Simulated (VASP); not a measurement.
# Hf in VASP: relaxation of the atoms with PBE+D3

Aim: the relaxation of the atoms of Hf with PBE+D3.

Program: VASP 6.6.1. These are calculated values, not measurements. Logs are shortened: lines on timing, memory, paths and dates and some standing lists are left out, and cuts for length are marked.

## Step 1: The cell of the first run

The cell holds a slab with vacuum, 5 atoms: a = 3.126 Å, b = 3.126 Å, c = 25.211 Å, α = 90.00°, β = 90.00°, γ = 109.47°.

The slab is cut from a database's or a generator's crystal, which needn't be the stable form of the element.

## Step 2: Relaxation of the atoms, PBE+D3 (the (1 1 0) slab of Hf, cut from the database cell, not relaxed)

Input file INCAR:

```
PREC = Accurate
ENCUT = 520
EDIFF = 1E-6
ISMEAR = 0
SIGMA = 0.05
LREAL = F
LASPH = T
NELM = 60
ALGO = Normal
ISIF = 2
LWAVE = F
LCHARG = F
LDIPOL = T
IDIPOL = 3
DIPOL = 0.5 0.5 0.500
GGA = PE
IVDW = 11
IBRION = 2
NSW = 40
EDIFFG = -0.02
```

Input file KPOINTS:

```
Automatic mesh
0
Gamma
  9 9 1
```

Input file POSCAR:

```
Hf
1.0
    3.1263517077      0.0000000000      0.0000000000
   -1.0421172359      2.9475526571      0.0000000000
    0.0000000000      0.0000000000     25.2106219203
Hf
5
Selective dynamics
Direct
    0.5000000000      0.5000000000      0.2974936526  F F F
    0.0000000000      0.0000000000      0.3987468263  F F F
    0.5000000000      0.5000000000      0.5000000000  T T T
    0.0000000000      0.0000000000      0.6012531737  T T T
    0.5000000000      0.5000000000      0.7025063474  T T T
```

Potentials or basis: VASP PAW PBE potentials, release 64 (Hf_pv).

Command:

```bash
cat potpaw_PBE.64/Hf_pv/POTCAR > POTCAR
mpirun -np 1 vasp_std > vasp.out
```

OUTCAR:

```text
PREC = Accurate
   ENCUT = 520
   EDIFF = 1E-6
   ISMEAR = 0
   LREAL = F
   LASPH = T
   NELM = 60
   ISIF = 2
   GGA = PE
   IVDW = 11
   IBRION = 2
   NSW = 40
   EDIFFG = -0.02
 IVDW          = 11

 ion  position               nearest neighbor table
   1  0.500  0.500  0.297-   2 3.13   2 3.13   2 3.61   2 3.61
   2  0.000  0.000  0.399-   1 3.13   3 3.13   1 3.13   3 3.13   1 3.61   3 3.61   1 3.61   3 3.61

   3  0.500  0.500  0.500-   2 3.13   4 3.13   2 3.13   4 3.13   2 3.61   4 3.61   2 3.61   4 3.61

   4  0.000  0.000  0.601-   3 3.13   5 3.13   3 3.13   5 3.13   3 3.61   5 3.61   3 3.61   5 3.61

   5  0.500  0.500  0.703-   4 3.13   4 3.13   4 3.61   4 3.61

  LATTYP: Found a base centered orthorhombic cell.
 ALAT       =     3.6100000000
 B/A-ratio  =     1.4142135624
 C/A-ratio  =     6.9835517785

  Lattice vectors:

 A1 = (   3.1263517077,   0.0000000000,   0.0000000000)
 A2 = (  -1.0421172359,   2.9475526571,   0.0000000000)
 A3 = (   0.0000000000,   0.0000000000,  25.2106219203)

Analysis of symmetry for initial positions (statically):
=====================================================================
 Subroutine PRICEL returns:
 Original cell was already a primitive cell.

 Routine SETGRP: Setting up the symmetry group for a
 base centered orthorhombic supercell.

 Subroutine GETGRP returns: Found  8 space group operations
 (whereof  8 operations were pure point group operations)
 out of a pool of  8 trial point group operations.

The static configuration has the point symmetry D_2h.

Analysis of symmetry for dynamics (positions and initial velocities):
=====================================================================
 Subroutine PRICEL returns:
 Original cell was already a primitive cell.

 Routine SETGRP: Setting up the symmetry group for a
 base centered orthorhombic supercell.

 Subroutine GETGRP returns: Found  8 space group operations
 (whereof  8 operations were pure point group operations)
 out of a pool of  8 trial point group operations.

The dynamic configuration has the point symmetry D_2h.

Analysis of constrained symmetry for selective dynamics:
=====================================================================
 Subroutine PRICEL returns:
 Original cell was already a primitive cell.

 Routine SETGRP: Setting up the symmetry group for a
 base centered orthorhombic supercell.

 Subroutine GETGRP returns: Found  4 space group operations
 (whereof  4 operations were pure point group operations)
 out of a pool of  8 trial point group operations.

The constrained configuration has the point symmetry C_2v.

 Subroutine INISYM returns: Found  4 space group operations
 (whereof  4 operations are pure point group operations),
 and found     1 'primitive' translations

----------------------------------------------------------------------------------------

                                     Primitive cell

  volume of cell :     232.3181

  direct lattice vectors                    reciprocal lattice vectors
     3.126351708  0.000000000  0.000000000     0.319861645  0.113088169  0.000000000
    -1.042117236  2.947552657  0.000000000     0.000000000  0.339264507  0.000000000
     0.000000000  0.000000000 25.210621920     0.000000000  0.000000000  0.039665820

  length of vectors
     3.126351708  3.126351708 25.210621920     0.339264507  0.339264507  0.039665820

  position of ions in fractional coordinates (direct lattice)
     0.500000000  0.500000000  0.297493653
     0.000000000  0.000000000  0.398746826
     0.500000000  0.500000000  0.500000000
     0.000000000  0.000000000  0.601253174
     0.500000000  0.500000000  0.702506347

  ion indices of the primitive-cell ions
   primitive index   ion index
                 1           1
                 2           2
[... 58 lines left out ...]
   total plane-waves  NPLWV = 110592
   dimension x,y,z NGX =    24 NGY =   24 NGZ =  192
   dimension x,y,z NGXF=    48 NGYF=   48 NGZF=  384
   ions per type =               5
   NGX,Y,Z   is equivalent  to a cutoff of  12.76, 12.76, 12.66 a.u.
   NGXF,Y,Z  is equivalent  to a cutoff of  25.52, 25.52, 25.32 a.u.
 SYSTEM =  unknown system
   PREC   = accura    normal or accurate (medium, high low for compatibility)
   ISTART =      0    job   : 0-new  1-cont  2-samecut
   ICHARG =      2    charge: 1-file 2-atom 10-const
   ISPIN  =      1    spin polarized calculation?
   LNONCOLLINEAR =      F non collinear calculations
   LSORBIT =      F    spin-orbit coupling
   LASPH  =      T    aspherical Exc in radial PAW
   ENCUT  =  520.0 eV  38.22 Ry    6.18 a.u.   5.81  5.81 46.88*2*pi/ulx,y,z
   NELM   =     60;   NELMIN=  2; NELMDL= -5     # of ELM steps
   EDIFF  = 0.1E-05   stopping-criterion for ELM
   LREAL  =      F    real-space projection
   EDIFFG = -.2E-01   stopping-criterion for IOM
   NSW    =     40    number of steps for IOM
   IBRION =      2    ionic relax: 0-MD 1-quasi-New 2-CG
   NFREE  =      1    steps in history (QN), initial steepest desc. (CG)
   ISIF   =      2    stress and relaxation
   ISYM   =      2    0-nonsym 1-usesym 2-fastsym
   POTIM  = 0.5000    time-step for ionic-motion
   TEBEG  =    0.0;   TEEND  =   0.0 temperature during run
   PSTRESS=    0.0 pullay stress
   NELECT =      50.0000    total number of electrons
   NUPDOWN=      -1.0000    fix difference up-down
   EMIN   =  10.00;   EMAX   =-10.00  energy-range for DOS
   EFERMI =   0.00;   METHOD = LEGACY
   ISMEAR =     0;   SIGMA  =   0.05  broadening in eV -4-tet -1-fermi 0-gaus
   EFERMI_NEDOS =   21; number of points for ismear=-14 and -15
   IALGO  =     38    algorithm
   IMIX   =      4    mixing-type and parameters
     AMIX     =   0.40;   BMIX     =  1.00
     AMIX_MAG =   1.60;   BMIX_MAG =  1.00
  volume/ion in A,a.u.               =      46.46       313.55
  Fermi-wavevector in a.u.,A,eV,Ry     =   0.981079  1.853970 13.095817  0.962515
  Thomas-Fermi vector in A             =   2.112058
   LORBIT       =      0    0 simple, 1 ext, 2 COOP (PROOUT), +10 PAW based schemes
   GGA     = PE    functional components
   LHFCALC =     F    Hartree Fock is set to
   AEXX    =    0.0000 exact exchange contribution
   IVDW    =    11    specifies the selected vdW correction
   LEPSILON=     F    determine dielectric tensor
   LRPA    =     F    only Hartree local field effects (RPA)
 conjugate gradient relaxation of ions
 non-spin polarized calculation
 Gauss-broadening in eV      SIGMA  =   0.05
  energy-cutoff  :      520.00
  volume of cell :      232.32
 maximum number of plane-waves:      6312
   NGX = 11   NGY = 11   NGZ = 93

--------------------------------------- Ionic step        1  -------------------------------------------

 number of electron      50.0000004 magnetization

 Free energy of the ion-electron system (eV)
  ---------------------------------------------------
  ext. energy  EPLUGINS =         0.00000000
  ---------------------------------------------------
  free energy    TOTEN  =       -46.56266604 eV

  energy without entropy =      -46.54503598  energy(sigma->0) =      -46.55385101

------------------------ aborting loop EDIFF was not reached (unconverged)  ----------------------------

 Edisp (eV)   -1.37376

 E8    (eV) :    -0.9413

  FORCE on cell =-STRESS in cart. coord.  units (eV):
  Direction    XX          YY          ZZ          XY          YZ          ZX
  --------------------------------------------------------------------------------------
  -------------------------------------------------------------------------------------
  Total      -8.34609    -8.59773    -6.33644    -0.35586     0.00000     0.00000
  in kB     -57.55869   -59.29408   -43.69918    -2.45422     0.00000     0.00000
  external pressure =      -53.52 kB  Pullay stress =        0.00 kB
[... 106 lines left out ...]
  FREE ENERGIE OF THE ION-ELECTRON SYSTEM (eV)
  ---------------------------------------------------
  free  energy   TOTEN  =       -48.0418915601 eV

  energy  without entropy=      -48.0261576784  energy(sigma->0) =      -48.03402462

 vacuum level on the upper side and lower side of the slab       (xc-potential included)        -0.024        -0.107

[... ionic steps 4 to 14 ...]

--------------------------------------- Ionic step       15  -------------------------------------------

 number of electron      50.0000004 magnetization

------------------------ aborting loop because EDIFF is reached ----------------------------------------
[... 32 lines left out ...]
  FREE ENERGIE OF THE ION-ELECTRON SYSTEM (eV)
  ---------------------------------------------------
  free  energy   TOTEN  =       -48.1425309789 eV

  energy  without entropy=      -48.1277459042  energy(sigma->0) =      -48.13513844

 dipolmoment           0.000000      0.000000     -0.006325 electrons x Angstroem

--------------------------------------- Ionic step       16  -------------------------------------------

 number of electron      50.0000005 magnetization

------------------------ aborting loop because EDIFF is reached ----------------------------------------
[... 38 lines left out ...]
--------------------------------------- Ionic step       17  -------------------------------------------

 number of electron      50.0000005 magnetization

 dipolmoment           0.000000      0.000000      0.011079 electrons x Angstroem

 Free energy of the ion-electron system (eV)
  ---------------------------------------------------
  ext. energy  EPLUGINS =         0.00000000
  ---------------------------------------------------
  free energy    TOTEN  =       -46.68577452 eV

  energy without entropy =      -46.67108867  energy(sigma->0) =      -46.67843159

 E-fermi :   0.1636     XC(G=0):  -6.2420

 val. band max:        0.1563272308   @ k =   0.4444   0.1111   0.0000
 cond. band min:       0.1718838418   @ k =   0.2222   0.1111   0.0000
 fundamental gap:      0.0155566110
 Fermi energy:         0.1635653019

 k-point     1 :       0.0000    0.0000    0.0000
  band No.  band energies     occupation
      1     -30.8128      2.00000
      2     -30.6766      2.00000
      3     -30.4446      2.00000
      4     -30.3603      2.00000
      5     -30.3312      2.00000
      6     -30.2294      2.00000
[... 781 lines left out ...]
     29       1.7061      0.00000
     30       2.0024      0.00000

 [... further k-points ...]

------------------------ aborting loop because EDIFF is reached ----------------------------------------

 vacuum level on the upper side and lower side of the slab       (xc-potential included)         0.097        -0.116

 Edisp (eV)   -1.45719

 E8    (eV) :    -1.0148

  FORCE on cell =-STRESS in cart. coord.  units (eV):
  Direction    XX          YY          ZZ          XY          YZ          ZX
  --------------------------------------------------------------------------------------
  -------------------------------------------------------------------------------------
  Total      -6.00695    -5.11462    -1.90624     1.26195     0.00000     0.00000
  in kB     -41.42685   -35.27290   -13.14637     8.70300     0.00000     0.00000
  external pressure =      -29.95 kB  Pullay stress =        0.00 kB
[... 20 lines left out ...]
  FREE ENERGIE OF THE ION-ELECTRON SYSTEM (eV)
  ---------------------------------------------------
  free  energy   TOTEN  =       -48.1429609692 eV

  energy  without entropy=      -48.1282751144  energy(sigma->0) =      -48.13561804

 reached required accuracy - stopping structural energy minimisation

 vacuum level on the upper side and lower side of the slab         4.498         4.280
```

Wall time 50 min (1 thread of Intel Xeon 6975P-C (Granite Rapids), shared host); peak memory 0.43 GiB.

Results:

| Property | Result |
| --- | --- |
| Free energy | -48.1430 eV |
| Energy gained by relaxing | 41.3 meV/atom |
| Ionic steps | 17 |
| Band gap on the k mesh | none (metal or under the smearing width) |
| Dispersion energy per atom | -0.291 eV |

Step by step:
| step | energy change (eV) | largest force (eV/Å) | pressure (GPa) |
| --- | --- | --- | --- |
| 1 | 0.0000 | 0.8064 | -5.35 |
| 2 | -0.0358 | 0.8022 | -5.22 |
| 3 | -0.1055 | 0.8027 | -4.71 |
| 4 | 0.1104 | 2.0825 | -2.85 |
| 5 | -0.1104 | 0.8049 | -4.56 |
| 6 | -0.1111 | 0.8045 | -4.49 |
| 7 | -0.1218 | 0.8019 | -4.41 |
| 8 | -0.1485 | 0.8049 | -4.14 |
| 9 | -0.1756 | 0.8094 | -3.58 |
| 10 | -0.1919 | 0.7955 | -3.47 |
| 11 | -0.2051 | 0.7429 | -3.18 |
| 12 | -0.2052 | 0.7404 | -3.16 |
| 13 | -0.2061 | 0.7418 | -3.12 |
| 14 | -0.2061 | 0.7448 | -3.11 |
| 15 | -0.2061 | 0.7482 | -3.09 |
| 16 | -0.2066 | 0.7450 | -2.99 |
| 17 | -0.2065 | 0.7474 | -2.99 |

Final structure:
```
Hf
1.0
     3.12635    0.00000    0.00000
    -1.04212    2.94755    0.00000
     0.00000    0.00000   25.21062
Hf
5
Direct
  0.50000 0.50000 0.29749
  0.00000 0.00000 0.39875
  0.50000 0.50000 0.49303
  0.00000 0.00000 0.59038
  0.50000 0.50000 0.67919
```

Levels at points of the mesh, in eV from the Fermi level:
```
           k point  band 22  band 23  band 24  band 25  band 26  band 27  band 28  band 29
(0.00, 0.00, 0.00)    -0.27    -0.08     0.06     0.23     0.67     1.02     1.12     1.26
```

Spin-orbit coupling is left out, which matters for the levels of Hf.
